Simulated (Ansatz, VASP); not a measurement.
**Two plane-wave programs on MgO**

INCAR

```
SYSTEM = MgO
ALGO = Normal
EDIFF = 1E-7
ENCUT = 520
GGA = PE
ISIF = 2
ISMEAR = -1
LASPH = .True.
LCHARG = .False.
LREAL = .False.
LWAVE = .False.
NBANDS = 11
NELM = 60
PREC = Accurate
SIGMA = 0.05
```

KPOINTS

```
k-points
0
Gamma
  11 11 11
  0 0 0
```

File POSCAR:

```
MgO
1.0
    0.0000000000      2.0541934342      2.0541934342
    2.0541934342      0.0000000000      2.0541934342
    2.0541934342      2.0541934342      0.0000000000
Mg O
1 1
Direct
    0.0000000000      0.0000000000      0.0000000000
    0.5000000000      0.5000000000      0.5000000000
```

input.yaml

```yaml
crystal:
  lattice:
    - [0.0, 2.0541934342, 2.0541934342]
    - [2.0541934342, 0.0, 2.0541934342]
    - [2.0541934342, 2.0541934342, 0.0]
  atoms:
    - { symbol: Mg, position: [0.0, 0.0, 0.0] }
    - { symbol: O, position: [0.5, 0.5, 0.5] }
hamiltonian:
  xc: pbe
  pseudopotentials: { kind: paw }
kpoints:
  mp_grid: { grid: [11, 11, 11] }
scf:
  occupations: { method: fermi_dirac, width: 0.05 }
output:
  forces: true
  stress: true
  eigenvalues: true
```

Change from the starting cell: volume scaled by 0.94.

Alike in both runs: task single point; functional PBE; k mesh 11 × 11 × 11; occupations fermi-dirac, width 0.05 eV; no spin polarisation.

|  | VASP | Ansatz |
| --- | --- | --- |
| version | VASP 6.6.1 | Ansatz 0.2.0 |
| potentials or method | VASP PAW PBE potentials, release 64 (Mg, O) | Ansatz PAW |
| plane-wave cutoff (eV) | 520 | 420 |
| valence electrons in the cell | 8 | 16 |

VASP gave:

```
gap on the k mesh at the Fermi level (eV) : 5.49
least direct gap on the mesh (eV)         : 5.49
pressure (GPa)                            : 18.6
```

Task: Which values does Ansatz return?

Result: gap on the k mesh at the Fermi level (eV): 5.50; least direct gap on the mesh (eV): 5.50; pressure (GPa): 19.3.

With one functional, cell and mesh, what is left measures potentials, basis and numerics. The two sets of potentials don't hold the same shells in valence.

Caveats: odd divisions of the mesh miss points on the zone boundary, where band edges often lie, so the gap on the mesh can be too wide (Ansatz); the pressure holds a Pulay correction of +0.6 GPa for the finite cutoff (Ansatz).
